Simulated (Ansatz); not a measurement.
Input, command and steps of an Ansatz relaxation.

```yaml
crystal:
  lattice:
    - [10.2, 0.0, 0.0]
    - [0.0, 9.3, 0.0]
    - [0.0, 0.0, 4.8840557218]
  atoms:
    - { symbol: Cd, position: [0.440146376, 0.5, 0.0], spin: 0.5 }
    - { symbol: Cd, position: [0.559853624, 0.5, 0.5], spin: 0.5 }
basis:
  ecutwfc: 420
kpoints:
  mp_grid: { grid: [1, 1, 13] }
hamiltonian:
  xc: pbe
scf:
  occupations: { method: gaussian, width: 0.05 }
output:
  forces: true
  stress: true
  eigenvalues: true
  populations: true
  write_density: true
  write_potential: true
  elf: true
  volumetric_format: npy
magnetization:
  spin_polarized: true
relax:
  adjacent_minimum: "off"
  f_tol: 0.01
  max_steps: 45
  cell: { fix: [a, b, alpha, beta, gamma], stress_tol: 0.03 }
```

```bash
ansatz run input.yaml --threads 2 --pin off --max-ram 5120MiB --backend cpu --events-out ev --progress --plain --runs-dir out
```

Computed with Ansatz, DFT PBE, scalar-relativistic, plane waves, PAW.

Of 8 frames 8 are shown, positions in Å and forces in eV/Å; the SCF threshold varies from step to step. Steps run on the plane waves of an earlier cell, with a Pulay correction in the pressure. The basis is chosen afresh for the last frame, the zero of the energies, and can be on the way; energy and pressure step there, also at an unchanged geometry.

```xyz
2
Lattice="10.2000 0.0000 0.0000 0.0000 9.3000 0.0000 0.0000 0.0000 4.8841" Properties=species:S:1:pos:R:3:forces:R:3 pbc="T T T" step=1 free_energy_over_end_meV_per_atom=127.09 pressure_GPa=0.51
Cd    4.4895    4.6500    0.0000   -0.6180    0.0000    0.0000
Cd    5.7105    4.6500    2.4420    0.6180    0.0000    0.0000
2
Lattice="10.2000 0.0000 0.0000 0.0000 9.3000 0.0000 0.0000 0.0000 4.9936" Properties=species:S:1:pos:R:3:forces:R:3 pbc="T T T" step=2 free_energy_over_end_meV_per_atom=45.68 pressure_GPa=0.24
Cd    4.3722    4.6500    0.0000   -0.3160    0.0000    0.0000
Cd    5.8278    4.6500    2.4968    0.3160    0.0000    0.0000
2
Lattice="10.2000 0.0000 0.0000 0.0000 9.3000 0.0000 0.0000 0.0000 5.0680" Properties=species:S:1:pos:R:3:forces:R:3 pbc="T T T" step=3 free_energy_over_end_meV_per_atom=10.26 pressure_GPa=0.09
Cd    4.2418    4.6500    0.0000   -0.1250    0.0000    0.0000
Cd    5.9582    4.6500    2.5340    0.1250    0.0000    0.0000
2
Lattice="10.2000 0.0000 0.0000 0.0000 9.3000 0.0000 0.0000 0.0000 5.1300" Properties=species:S:1:pos:R:3:forces:R:3 pbc="T T T" step=4 free_energy_over_end_meV_per_atom=0.95 pressure_GPa=-0.01
Cd    4.0418    4.6500    0.0000    0.0220    0.0000    0.0000
Cd    6.1582    4.6500    2.5650   -0.0220    0.0000    0.0000
2
Lattice="10.2000 0.0000 0.0000 0.0000 9.3000 0.0000 0.0000 0.0000 5.1020" Properties=species:S:1:pos:R:3:forces:R:3 pbc="T T T" step=5 free_energy_over_end_meV_per_atom=0.35 pressure_GPa=0.01
Cd    4.0922    4.6500    0.0000   -0.0070    0.0000    0.0000
Cd    6.1078    4.6500    2.5510    0.0070    0.0000    0.0000
2
Lattice="10.2000 0.0000 0.0000 0.0000 9.3000 0.0000 0.0000 0.0000 5.1057" Properties=species:S:1:pos:R:3:forces:R:3 pbc="T T T" step=6 free_energy_over_end_meV_per_atom=0.31 pressure_GPa=0.00
Cd    4.0807    4.6500    0.0000    0.0000    0.0000    0.0000
Cd    6.1193    4.6500    2.5528    0.0000    0.0000    0.0000
2
Lattice="10.2000 0.0000 0.0000 0.0000 9.3000 0.0000 0.0000 0.0000 5.1028" Properties=species:S:1:pos:R:3:forces:R:3 pbc="T T T" step=7 free_energy_over_end_meV_per_atom=0.30 pressure_GPa=0.00
Cd    4.0801    4.6500    0.0000   -0.0010    0.0000    0.0000
Cd    6.1199    4.6500    2.5514    0.0010    0.0000    0.0000
2
Lattice="10.2000 0.0000 0.0000 0.0000 9.3000 0.0000 0.0000 0.0000 5.1028" Properties=species:S:1:pos:R:3:forces:R:3 pbc="T T T" step=8 free_energy_over_end_meV_per_atom=0.00 pressure_GPa=0.00
Cd    4.0801    4.6500    0.0000   -0.0010    0.0000    0.0000
Cd    6.1199    4.6500    2.5514    0.0010    0.0000    0.0000
```

The run took 56 s on 2 threads of Arm Neoverse V1 (shared host), peak memory 0.67 GiB.